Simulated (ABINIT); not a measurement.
MgO:

```
Mg O
1.0
     0.00000    2.09700    2.09700
     2.09700    0.00000    2.09700
     2.09700    2.09700    0.00000
Mg O
1 1
Direct
  0.00000 0.00000 0.00000
  0.50000 0.50000 0.50000
```

The cell is a database's computed one.

Base run:

| Item | Value |
| --- | --- |
| Program | ABINIT 10.8.3 (patched build) |
| Functional | r2SCAN |
| Potentials or basis | SG15 NC PBE v1.2 |
| Cutoff | 1361 eV |
| k mesh | 11 × 11 × 11 |
| Occupations | fermi-dirac, width 0.05 eV |
| Spin | no spin polarisation |

Its results: band gap on the k mesh 5.66 eV, direct; pressure 2.6 GPa.

The run is repeated on the same cell with these changes: potentials or basis from SG15 NC PBE v1.2 to Ansatz PAW PBE default generated set, frozen core; cutoff from 1361 eV to 517 eV. What comes out?

Band gap on the k mesh 5.76 eV, direct; pressure 1.1 GPa.

Caveats: the potentials were made for another functional, which shifts forces and pressure (some runs); the PAW data sets were made with another functional, which shifts forces and pressure a little (some runs); the atomic spheres overlap (some runs).

